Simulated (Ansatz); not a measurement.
Input:

```yaml
crystal:
  lattice:
    - [0.00000, 2.93899, 2.93899]
    - [2.93899, 0.00000, 2.93899]
    - [2.93899, 2.93899, 0.00000]
  atoms:
    - { symbol: In, position: [0.00000, 0.00000, 0.00000] }
    - { symbol: P, position: [0.25000, 0.25000, 0.25000] }
```

Computed with PBE with spin-orbit coupling, rigid bands (plane waves, PAW; Ansatz, an electronic-structure program). Cell: cell and atoms relaxed with PBEsol.

What conductivity effective mass do dilute holes have at 300 K?

0.57 mₑ.

What conductivity effective mass do dilute electrons have at 300 K?

0.064 mₑ.

And the band gap?

0.64 eV at this level; semilocal functionals usually fall short of the measured gap.

Rigid bands, one relaxation time for all states, no polarons. Geometry: cell and atoms relaxed with PBEsol.
